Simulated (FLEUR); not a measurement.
Runs of FLEUR MaX-R8.1 (later development tree) on Mo. The structure is cubic, space group Im-3m (No. 229). The conventional cell has a = 3.168 Å, b = 3.168 Å, c = 3.168 Å, α = 90.00°, β = 90.00°, γ = 90.00°. Around Mo (site symmetry m-3m) lie 8 Mo at 2.74 Å. 

```csv
task,level,cell,lmax,lnonsphr,max iterations,mixing factor,mixer,gap on the mesh (eV),V0 of scaled cells (Å³/atom),B0 (GPa)
equation of state,PBEsol,as given,Mo 10,Mo 10,-,-,-,-,15.32,(a)
equation of state,LDA,as given,Mo 10,Mo 10,-,-,-,-,15.05,296
single point,PBEsol,cell strained at random at fixed volume,Mo 9,Mo 9,60,0.05,Anderson,none,-,-
single point,PBEsol,as given,Mo 10,Mo 10,60,0.05,Anderson,none,-,-
```

Alike in all rows: potentials or basis all-electron, FLAPW; no spin polarisation; k mesh 12 × 12 × 12; smearing fermi-dirac 0.05 eV; kmax 4.17 1/bohr.

Task: Fill in the values left out.

Result: (a) 283.

A k mesh can miss the band edges, and the runs leave out spin-orbit coupling on Mo.

A gap of «none» marks a metal or a gap under the smearing width.
